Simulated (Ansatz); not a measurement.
`C[CH]([AlH2])CN` + `O[SiH2]S` → `[AlH2][O][SiH2]S` + `CCCN`  (ligand exchange at the Al–C bond)

Isolated molecules relaxed with PBE0-D4/def2-TZVP in Ansatz; ΔE leaves out vibrations. CCSD(T)/CBS is the MP2 limit (def2-TZVPP, def2-QZVPP) plus CCSD(T) − MP2 in def2-TZVPP, frozen cores. Functionals use def2-TZVPP. B3LYP here is the variant with VWN-RPA as its local correlation; programs differ in this. Each species was taken in one conformer, which may not be the lowest.

```json
{"level": "r2SCAN-D4", "ΔE (kcal/mol)": "-45.0", "difference from CCSD(T)/CBS": "0.1"}
{"level": "r2SCAN", "ΔE (kcal/mol)": "-45.2", "difference from CCSD(T)/CBS": "-0.1"}
{"level": "PBE0", "ΔE (kcal/mol)": "-43.4", "difference from CCSD(T)/CBS": "1.7"}
{"level": "B3LYP", "ΔE (kcal/mol)": "-46.7", "difference from CCSD(T)/CBS": "-1.6"}
{"level": "HF/def2-TZVPP", "ΔE (kcal/mol)": "-51.5", "difference from CCSD(T)/CBS": "-6.4"}
{"level": "SCS-MP2/def2-TZVPP", "ΔE (kcal/mol)": "-46.7", "difference from CCSD(T)/CBS": "-1.6"}
{"level": "CCSD(T)/def2-TZVPP", "ΔE (kcal/mol)": "-45.4", "difference from CCSD(T)/CBS": "-0.3"}
{"level": "HF/def2-QZVPP", "ΔE (kcal/mol)": "-51.9", "difference from CCSD(T)/CBS": "-6.8"}
{"level": "MP2/CBS(def2)", "ΔE (kcal/mol)": "-45.3", "difference from CCSD(T)/CBS": "-0.2"}
{"level": "CCSD/CBS(def2)", "ΔE (kcal/mol)": "-46.1", "difference from CCSD(T)/CBS": "-1.0"}
{"level": "CCSD(T)/CBS", "ΔE (kcal/mol)": "-45.1", "difference from CCSD(T)/CBS": "0"}
```

Largest T1 diagnostic among the species: 0.012.

From PBE to PBE0 (25 % exact exchange), in def2-TZVPP and without D4, ΔE moves by −1.5 kcal/mol. The D4 term adds +0.9 kcal/mol with B3LYP and +0.5 kcal/mol with PBE0; it sums over pairs of atoms, weighted by their polarisabilities, and B3LYP, whose exchange is more repulsive, gets the larger term. In def2-TZVPP, CCSD(T) changes the Hartree–Fock value by +6.1 kcal/mol (the triples alone add +0.9 kcal/mol) and MP2 by +5.9 kcal/mol.

CCSD(T)/CBS has its own doubt, a few kJ/mol and more with outer-core shells, so smaller differences from it don't rank the levels.
